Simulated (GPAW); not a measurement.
BAs: equation of state with PBEsol

**What was measured.**

From “Basic Physical Properties of Cubic Boron Arsenide”, 2019, arxiv:1911.11281, for a bulk crystal of BAs: bulk modulus 148 GPa.

The system is BAs.

```
As B
1.0
     0.00000    2.38850    2.38850
     2.38850    0.00000    2.38850
     2.38850    2.38850    0.00000
As B
1 1
Cartesian
  1.1943 1.1943 1.1943
  0.0000 0.0000 0.0000
```

- Program: GPAW 26.7.0
- Task: equation of state
- Functional: PBEsol
- Potentials or basis: PAW data sets generated in the run's folder for this functional
- Cutoff: 800 eV
- Basis: pw
- k mesh: 8 × 8 × 8
- Occupations: fermi-dirac, width 0.05 eV
- Spin: no spin polarisation

```json
{
  "Equilibrium volume": "13.61 Å³/atom",
  "Bulk modulus": "141 GPa",
  "Pressure derivative of the bulk modulus": "4.1"
}
```

Energy against volume, from the lowest point:
```tsv
volume (Å³/atom)	energy (meV/atom)
12.809	23.09
13.081	9.70
13.354	2.19
13.626	0.00
13.899	2.59
14.171	9.52
14.444	20.34
```

Wall time 74 s on 1 thread of Arm Neoverse V1, with other jobs on the host, peak memory 0.19 GiB.

A measured bulk modulus of BAs is 148 GPa (quoted in “Basic Physical Properties of Cubic Boron Arsenide”, 2019, arxiv:1911.11281); the calculated 141 GPa misses it by -4.5 %. The fit is for a static lattice scaled at fixed shape and fixed fractional positions.
